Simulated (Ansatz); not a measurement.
# TaN (Fm-3m) in Ansatz: settings compared

Aim: see how the results for TaN move with the level of theory and the settings. Levels: PBE, r2SCAN. Tasks: band structure, projected density of states.

Everything below comes from runs of Ansatz 0.2.0. Logs are shortened: lines on timing, memory, paths and dates and some standing lists are left out, and cuts for length are marked.

## Step 1: The structure

It takes space group Fm-3m (No. 225, cubic). Conventional cell: a = 4.423 Å, b = 4.423 Å, c = 4.423 Å, α = 90.00°, β = 90.00°, γ = 90.00°. Ta (site symmetry m-3m) is surrounded by 6 N at 2.21 Å. N (site symmetry m-3m) is surrounded by 6 Ta at 2.21 Å.

The cell comes from a database or a generator and needn't be the stable form of this composition.

## Step 2: Band structure, PBE, 9.97 Å³/atom

The input, input.yaml:

```yaml
crystal:
  lattice:
    - [0.0, 2.12287008, 2.211323]
    - [2.12287008, 0.0, 2.211323]
    - [2.12287008, 2.12287008, 0.0]
  atoms:
    - { symbol: Ta, position: [0.5, 0.5, 0.5] }
    - { symbol: "N", position: [0.0, 0.0, 0.0] }
hamiltonian:
  xc: pbe
  pseudopotentials: { kind: paw }
kpoints:
  mp_grid: { grid: [9, 9, 9] }
  band_path:
    path:
      - [[0.0, 0.0, 0.0], [0.0, 0.5, 0.5], [-0.2304, 0.5, 0.2696], [-0.3652, 0.3652, 0.0], [0.0, 0.0, 0.0], [0.5, 0.5, 0.0], [0.3652, 0.6348, 0.0], [0.0, 0.5, 0.0], [0.25, 0.75, 0.5], [0.5, 0.7696, 0.2696], [0.5, 0.5, 0.0]]
      - [[0.0, 0.5, 0.5], [0.25, 0.75, 0.5]]
    npoints: 14
scf:
  occupations: { method: fermi_dirac, width: 0.05 }
  n_extra_bands: 6
output:
  forces: true
  stress: true
  eigenvalues: true
  fatbands: true
  write_density: true
  write_potential: true
  elf: true
  volumetric_format: npy
```

Potentials or basis: Ansatz PAW.

Started as:

```console
> ansatz run input.yaml --threads 2 --pin off --max-ram 5632MiB --backend cpu --events-out ev --progress --plain --runs-dir out
```

Standard output:

```text
Warning: RAYON_NUM_THREADS=2 ignored (pool sized by the plan → 2); use --threads N
scf.n_extra_bands = 6 over 9 filled bands (N_el = 18.0): the run solves 15 bands
Engine: ansatz 0.2.0, aarch64-unknown-linux-gnu
Pseudopotentials: kind: paw
Pseudopotential: Ta, paw, valence charge 13, recommended cutoff 420 eV (normal), Ta.paw.azcp
Pseudopotential: N, paw, valence charge 5, recommended cutoff 420 eV (normal), N.paw.azcp
Functional definition: PBE
  parameter kappa = 0.804
  parameter beta = 0.06672455060314922
  exchange = pbe_x(kappa = kappa, mu = beta*pi^2/3)
  correlation = pbe_c(beta = beta)
Crystal: 2 atoms, lattice volume = 19.931 Å³
Basis set: ecut = 420 eV, 371 PW (Γ), exchange–correlation on 48×48×48 points (8 copies of the dense FFT grid, shifted against one another)
Bands: 15, of which v1, the nominal top of the filled ones, is band 9 counted from 1 (8 counted from 0)
Symmetry: 16 space group operations
Space group: I4/mmm (ITA 139), of the structure as read, at distance tolerance 2.7e-5 Å
k-points: 75 of 729
Non-local potential: Ta, projectors of the file, l = 0: 3, l = 1: 2, l = 2: 2, l = 3: 1
Non-local potential: N, projectors of the file, l = 0: 2, l = 1: 2, l = 2: 1
PAW form: soft (Blöchl's): semilocal exchange-correlation on the pseudo side does not see the compensation charge
PAW one-centre angular grid: Ta, 590 points (default); XC on 64 Gauss nodes
PAW one-centre angular grid: N, 110 points (default); XC on 64 Gauss nodes
Initial density: superposition of atomic densities (neutral atoms: chi_scale 0, normalization atom), corrected by the library's trained network
Initial wavefunctions: pseudopotential atomic-orbital guess
Functional: x = pbe(κ = 0.804, μ = 0.2195149727645171), c = pbe(β = 0.06672455060314922)
SCF iter   1: F=—  HF=-10317.721273 eV  |F-HF|=—  |Δ(HF+E_count)|=         —  Δρ=3.37e-3  dr2=2.07e-3  ethr=1.77e-3  ⟨swp⟩=6.0  Hψ=6038  notcnv=0  defer=5
preconditioner: auto → none  [metal: Δε(μ)=0.019 eV  Ē_g=13.887 eV  σ=0.050 eV  W_gap=0.10  n_scr=8 (ndim 8)  ℏωp=26.3 eV  f_vac=0.000  D(μ)=0.98/eV (n_scr^D=14)  sad-step TF]
SCF iter   2: F=—  HF=-10317.721094 eV  |F-HF|=—  |Δ(HF+E_count)|=   1.79e-4  Δρ=2.17e-3  dr2=9.67e-4  ethr=1.15e-5  ⟨swp⟩=1.4  Hψ=1850  notcnv=0  defer=6
SCF iter   3: F=—  HF=-10317.720956 eV  |F-HF|=—  |Δ(HF+E_count)|=   1.37e-4  Δρ=3.87e-4  dr2=1.25e-5  ethr=5.37e-6  ⟨swp⟩=2.4  Hψ=1490  notcnv=0  defer=6
SCF iter   4: F=—  HF=-10317.720950 eV  |F-HF|=—  |Δ(HF+E_count)|=   6.46e-6  Δρ=8.14e-5  dr2=8.73e-7  ethr=6.94e-8  ⟨swp⟩=2.5  Hψ=1749  notcnv=0  defer=6
iter 5 did not close the SCF: its close was put off for the readings that it lacked (scf_convergence_deferred on its scf_iter line)
SCF iter   5: F=-10317.720950 eV  HF=-10317.720950 eV  |F-HF|=1.09e-9  |Δ(HF+E_count)|=   1.69e-8  Δρ=1.07e-5  dr2=7.61e-9  ethr=4.85e-9  ⟨swp⟩=2.3  Hψ=1389  notcnv=0  defer=6
SCF iter   6: F=-10317.720950 eV  HF=-10317.720950 eV  |F-HF|=1.44e-10  |Δ(HF+E_count)|=   1.88e-9  Δρ=2.31e-6  dr2=3.53e-10  ethr=4.23e-11  ⟨swp⟩=7.4  Hψ=6307  notcnv=0
SCF 1 converged in 6 iterations: F = -10317.720950 eV  dr2 = 3.53e-10
NSCF: frozen V_eff on 156 k-points
SCF converged after 6 iterations
Free energy (F): -10317.720950 eV
Harris-Foulkes:  -10317.720950 eV  (|F-HF|=1.44e-10)
Internal energy: -10317.713198 eV  (E = F + TS)
E sigma→0 (E₀):  -10317.717074 eV
Entropy (-TS):   -0.007752 eV (-3.876 meV/atom)
Fermi energy:    23.158260 eV
--- Per-component energies (eV) ---
  E_band       = -18.767166
  E_kinetic    = 506.864339
  E_local      = -540.830008  (includes V_loc(G=0)·N_el)
  E_nonlocal   = 61.161965
  E_hartree    = 186.372796
  E_xc         = -281.808049
  E_vxc        = -284.881310  (∫ρ·V_xc dr)
  E_paw        = -8525.258119  (= ΣΔE_a)
  E_vpaw       = -133.827766  (= ΣTr[D̂ρ^β])
  E_aug_tail   = 0.000240  (compensation charges beyond the density's cutoff)
  E_ewald      = -1724.216363
  E_smearing   = -0.007752  (= −TS)
  E_closure    = 0.000000  (closes the sum)
  Σ components = -10317.720950   (vs F -10317.720950, Δ=0.00e0)
--- Forces (eV/Å), atoms counted from 1 ---
  atom   1  Ta     0.00000000     0.00000000     0.00000000
  atom   2  N     -0.00000000    -0.00000000    -0.00000000
  max |Σ_I F_I| component: 2.21e-29 eV/Å
--- Stress (GPa, compression-positive) ---
       43.170593       0.000000       0.000000
        0.000000      43.170593       0.000000
        0.000000       0.000000       9.992901
  P = ⅓ Tr σ = 32.1114 GPa (321.114 kbar)
--- Band table (eV; the first three rows and the last of 75) ---
  k-point 0: bands = ["-46.0872", "-12.3303", "-12.3120", "-12.3120", "3.8697", "19.1009", "19.3114", "19.3114", "20.6316", "21.1709", "21.1709", "22.7944", "23.6718", "25.6295", "32.4548"]
  k-point 1: bands = ["-46.0782", "-12.4577", "-12.3404", "-12.3199", "4.2025", "17.8625", "18.2240", "18.3635", "21.2442", "21.5898", "21.6206", "23.9590", "24.8987", "26.4690", "33.4213"]
  k-point 2: bands = ["-46.0551", "-12.7964", "-12.3804", "-12.3395", "5.0853", "15.7553", "16.8178", "16.9274", "22.2175", "22.4730", "22.5808", "26.1823", "27.3129", "28.1597", "35.5412"]
  k-point 74: bands = ["-45.9927", "-13.1986", "-12.7002", "-12.6071", "5.2583", "16.1190", "16.7585", "18.0595", "19.2006", "26.4864", "26.9489", "26.9852", "28.4715", "31.1225", "32.9312"]
```

Wall time 1.5 s (2 threads of Arm Neoverse V2, shared host); peak memory 0.29 GiB.

Results:

| Quantity | Value |
| --- | --- |
| Free energy | -10317.7209 eV |
| Pressure | 32.1 GPa |
| Band gap on the k mesh | none (metal or under the smearing width) |

Caveat: the pressure holds a Pulay correction of +0.5 GPa for the finite cutoff; spin-orbit coupling is left out, which moves the levels of the heavy elements.

## Step 3: Band structure, PBE, 10.39 Å³/atom

The input, input.yaml:

```yaml
crystal:
  lattice:
    - [0.0, 2.16709654, 2.211323]
    - [2.16709654, 0.0, 2.211323]
    - [2.16709654, 2.16709654, 0.0]
  atoms:
    - { symbol: Ta, position: [0.5, 0.5, 0.5] }
    - { symbol: "N", position: [0.0, 0.0, 0.0] }
hamiltonian:
  xc: pbe
  pseudopotentials: { kind: paw }
kpoints:
  mp_grid: { grid: [9, 9, 9] }
  band_path:
    path:
      - [[0.0, 0.0, 0.0], [0.0, 0.5, 0.5], [-0.2401, 0.5, 0.2599], [-0.37005, 0.37005, 0.0], [0.0, 0.0, 0.0], [0.5, 0.5, 0.0], [0.37005, 0.62995, 0.0], [0.0, 0.5, 0.0], [0.25, 0.75, 0.5], [0.5, 0.7599, 0.2599], [0.5, 0.5, 0.0]]
      - [[0.0, 0.5, 0.5], [0.25, 0.75, 0.5]]
    npoints: 14
scf:
  occupations: { method: fermi_dirac, width: 0.05 }
  n_extra_bands: 6
output:
  forces: true
  stress: true
  eigenvalues: true
  fatbands: false
  write_density: true
  write_potential: true
  elf: true
  volumetric_format: npy
```

Potentials or basis: Ansatz PAW.

Started as:

```console
> ansatz run input.yaml --threads 2 --pin off --max-ram 5632MiB --backend cpu --events-out ev --progress --plain --runs-dir out
```

Run time: 1.2 s. Hardware: 2 threads of Arm Neoverse V2, shared host; peak memory 0.29 GiB.

Results (log left out):

```yaml
Free_energy: -10317.8794 eV
Pressure: 13.4 GPa
Band_gap_on_the_k_mesh: none (metal or under the smearing width)
```

Caveat: the pressure holds a Pulay correction of +0.5 GPa for the finite cutoff; spin-orbit coupling is left out, which moves the levels of the heavy elements.

## Step 4: Projected density of states, r2SCAN

The input, input.yaml:

```yaml
crystal:
  lattice:
    - [0.0, 2.211323, 2.211323]
    - [2.211323, 0.0, 2.211323]
    - [2.211323, 2.211323, 0.0]
  atoms:
    - { symbol: Ta, position: [0.5, 0.5, 0.5] }
    - { symbol: "N", position: [0.0, 0.0, 0.0] }
hamiltonian:
  xc: r2scan
  pseudopotentials: { kind: paw }
kpoints:
  mp_grid: { grid: [10, 10, 10] }
scf:
  occupations: { method: fermi_dirac, width: 0.05 }
  n_extra_bands: 6
output:
  forces: true
  stress: true
  eigenvalues: true
  dos: { projected: true, de: 0.05, nscf_kmesh: { grid: [15, 15, 15] } }
  write_density: true
  write_potential: true
  elf: true
  volumetric_format: npy
```

Started as:

```console
> ansatz run input.yaml --threads 2 --pin off --max-ram 5632MiB --backend cpu --events-out ev --progress --plain --runs-dir out
```

It took 2.5 s on 2 threads of Arm Neoverse V2, shared host; peak memory 0.36 GiB.

It converged, with:

| Item | Value |
| --- | --- |
| Free energy | -10331.0625 eV |
| Pressure | -6.2 GPa |
| Band gap on the k mesh | none (metal or under the smearing width) |
| Density of states at the Fermi level | 0.69 states/eV per cell |

Levels at points of the mesh, in eV from the Fermi level:
```tsv
k point	band 6	band 7	band 8	band 9	band 10	band 11	band 12	band 13
(0.00, 0.00, 0.00)	-4.11	-4.11	-4.11	-2.13	-2.13	-2.13	0.14	0.14
(0.00, 0.00, -0.50)	-10.68	-7.87	-7.87	1.85	1.85	1.99	3.96	7.63
(0.00, -0.50, -0.50)	-7.07	-5.51	-4.97	-4.97	2.18	3.43	3.43	4.52
```

States per cell in windows of 0.5 eV (zero at the Fermi level; states under -8 eV left out):
```
from (eV)  total  Ta 5d  N 2p  Ta 6s  N 2s  Ta 5p  Ta 5s
     -8.0   0.49   0.15  0.30   0.02  0.01   0.01   0.00
     -7.5   1.62   0.51  1.04   0.01  0.01   0.03   0.00
     -7.0   1.07   0.36  0.67   0.00  0.01   0.02   0.00
     -6.5   0.59   0.20  0.37   0.00  0.00   0.01   0.00
     -6.0   0.41   0.12  0.28   0.00  0.00   0.01   0.00
     -5.5   0.23   0.05  0.17   0.00  0.00   0.00   0.00
     -5.0   0.07   0.02  0.05   0.00  0.00   0.00   0.00
     -4.5   0.06   0.03  0.03   0.00  0.00   0.00   0.00
     -4.0   0.09   0.06  0.03   0.00  0.00   0.00   0.00
     -3.5   0.12   0.09  0.04   0.00  0.00   0.00   0.00
     -3.0   0.17   0.12  0.04   0.00  0.00   0.00   0.00
     -2.5   0.22   0.16  0.05   0.00  0.00   0.00   0.00
     -2.0   0.27   0.21  0.05   0.00  0.00   0.00   0.00
     -1.5   0.31   0.24  0.06   0.00  0.00   0.00   0.00
     -1.0   0.36   0.28  0.07   0.01  0.00   0.00   0.00
     -0.5   0.38   0.30  0.06   0.01  0.00   0.00   0.00
      0.0   0.39   0.32  0.06   0.01  0.00   0.00   0.00
      0.5   0.49   0.40  0.07   0.01  0.00   0.00   0.00
      1.0   0.62   0.52  0.08   0.01  0.01   0.00   0.00
      1.5   0.95   0.78  0.12   0.02  0.02   0.00   0.00
      2.0   0.97   0.80  0.12   0.02  0.02   0.00   0.00
      2.5   0.78   0.64  0.08   0.02  0.03   0.00   0.00
      3.0   0.84   0.68  0.07   0.03  0.04   0.00   0.00
      3.5   0.42   0.25  0.06   0.04  0.06   0.00   0.00
      4.0   0.53   0.29  0.07   0.05  0.09   0.00   0.00
      4.5   0.66   0.31  0.09   0.07  0.11   0.00   0.00
      5.0   0.57   0.28  0.10   0.06  0.06   0.00   0.00
      5.5   0.33   0.16  0.08   0.04  0.02   0.00   0.00
      6.0   0.33   0.16  0.09   0.03  0.01   0.00   0.00
      6.5   0.31   0.15  0.09   0.02  0.00   0.00   0.00
      7.0   0.29   0.13  0.09   0.03  0.00   0.00   0.00
      7.5   0.37   0.13  0.09   0.08  0.00   0.00   0.00
```

Caveat: the PAW data sets come from PBE, with cores solved anew for the run's functional, which leaves a small shift of forces and pressure; the density of states is complete only up to the lowest level of the last band computed.
